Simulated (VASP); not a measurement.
# NaI: convergence, energy along a vibration (SMASS = -2)

NaI, Fm-3m (no. 225), atoms displaced along the mode, 2 atoms in the cell. PBE, energy along a line of displacements; PAW potentials I, Na (PBE set). VASP 6.6.1.

Wanted: harmonic frequency within 1 %.

Space group without the displacement: Fm-3m (no. 225); Mode: optical mode at Gamma along [111].

POSCAR of the starting run:
```
NaI
1.0
    0.0000000000      3.2364000000      3.2364000000
    3.2364000000      0.0000000000      3.2364000000
    3.2364000000      3.2364000000      0.0000000000
I Na
1 1
Direct
    0.4989055729      0.4989055729      0.4989055729
    0.0060412826      0.0060412826      0.0060412826

    0.0017710019   0.0017710019   0.0017710019
   -0.0097760034  -0.0097760034  -0.0097760034
```

The series start from k mesh: 4 × 4 × 4; Cutoff (eV): 260; Step along the mode (Å): 0.02; Electronic threshold (eV): 1e-7. Each series keeps the choices made before it, and each single choice may use up half of a tolerance.

## k mesh

| k mesh | Harmonic frequency (THz) | Time (s) |
|---|---|---|
| 2 × 2 × 2 | 3.003 | 13 |
| 3 × 3 × 3 | 3.217 | 16 |
| 4 × 4 × 4 | 3.249 | 21 |
| 5 × 5 × 5 | 3.255 | 23 |
| 7 × 7 × 7 (reference) | 3.256 | 47 |

Chosen: 4 × 4 × 4, the loosest value from which every tighter one stays within half of the tolerance.

## Cutoff (eV)

| Cutoff (eV) | Harmonic frequency (THz) | Time (s) |
|---|---|---|
| 140 | 3.254 | 19 |
| 170 | 3.285 | 21 |
| 200 | 3.248 | 23 |
| 230 | 3.249 | 17 |
| 260 | 3.249 | 21 |
| 300 (reference) | 3.249 | 28 |

Chosen: 200.

## Electronic threshold (eV)

| Electronic threshold (eV) | Harmonic frequency (THz) | Time (s) |
|---|---|---|
| 0.001 | 3.248 | 12 |
| 0.0001 | 3.248 | 14 |
| 1e-5 | 3.249 | 14 |
| 1e-6 | 3.249 | 17 |
| 1e-7 | 3.249 | 20 |
| 1e-8 (reference) | 3.249 | 22 |

Chosen: 0.001.

Also changed on the way, by series that aren't shown: Step along the mode (Å): 0.08.

## All choices together

| Input | Harmonic frequency (THz) | Time (s) |
|---|---|---|
| defaults on a coarse mesh (naive) | 3.218 | 3.1 |
| chosen settings | 3.248 | 12 |
| reference settings throughout | 3.256 | 94 |

The tolerance is met.

## The input

INCAR:
```
GGA = PE
PREC = Accurate
ENCUT = 200
EDIFF = 0.001
ALGO = Normal
LREAL = F
LASPH = T
ISMEAR = 0
SIGMA = 0.03
ISYM = 0
LWAVE = F
LCHARG = F
IBRION = 0
SMASS = -2
POTIM = 1
NSW = 9
NELMIN = 4
IWAVPR = 11
KPAR = 2
```

KPOINTS:
```
Automatic mesh
0
Gamma
  4 4 4
  0 0 0
```

POSCAR:
```
NaI
1.0
    0.0000000000      3.2364000000      3.2364000000
    3.2364000000      0.0000000000      3.2364000000
    3.2364000000      3.2364000000      0.0000000000
I Na
1 1
Direct
    0.4956222916      0.4956222916      0.4956222916
    0.0241651302      0.0241651302      0.0241651302

    0.0070840078   0.0070840078   0.0070840078
   -0.0391040137  -0.0391040137  -0.0391040137
```

Commands:
```
cat potpaw_PBE.64/I/POTCAR potpaw_PBE.64/Na/POTCAR > POTCAR
mpirun -np 2 vasp_std > vasp.out
```

Limits: NELMIN = 4 forces that many electronic steps, so a loose EDIFF looks better here than it is.

The chosen input took VASP 6.6.1 12 s on 2 cores (Intel Xeon Platinum 8259CL @ 2.50GHz (Skylake/Cascade Lake)), a shared host.

## An input that fails: electronic threshold far too loose

It runs to its end, but against the unchanged starting input it is off by 79 % in the harmonic frequency.

Changes against the starting input:
```
- EDIFF = 1e-07
- NELMIN = 4
+ EDIFF = 0.1
```
